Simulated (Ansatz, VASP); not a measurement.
## Ca: VASP beside Ansatz

```xyz
2
Lattice="3.8952 0.0000 0.0000 -1.9476 3.3733 0.0000 0.0000 0.0000 6.4323" Properties=species:S:1:pos:R:3 pbc="T T T"
Ca    0.0000    2.2489    4.8242
Ca    1.9476    1.1244    1.6081
```

Alike in both runs: functional PBE; k mesh 6 × 6 × 4; occupations gaussian, width 0.1 eV; no spin polarisation.

Ansatz relaxed the structure, and its values are those at the end. VASP's run is a single point on that final structure, the one shown.

|  | VASP | Ansatz |
| --- | --- | --- |
| version | VASP 6.6.1 | Ansatz 0.2.0 |
| potentials or method | VASP PAW PBE potentials, release 64 (Ca_sv) | scalar-relativistic, plane waves, PAW |
| plane-wave cutoff (eV) | 520 | 420 |
| valence electrons in the cell | 20 | 20 |

```tsv
	VASP	Ansatz	Ansatz less VASP
gap on the k mesh at the Fermi level (eV)	none	none	-
pressure (GPa)	0.0	0.0	-0.01
```

A gap of «none» marks a metal or a gap that the smearing closes. The functional is the same, so the differences come from potentials, cutoffs and numerics.
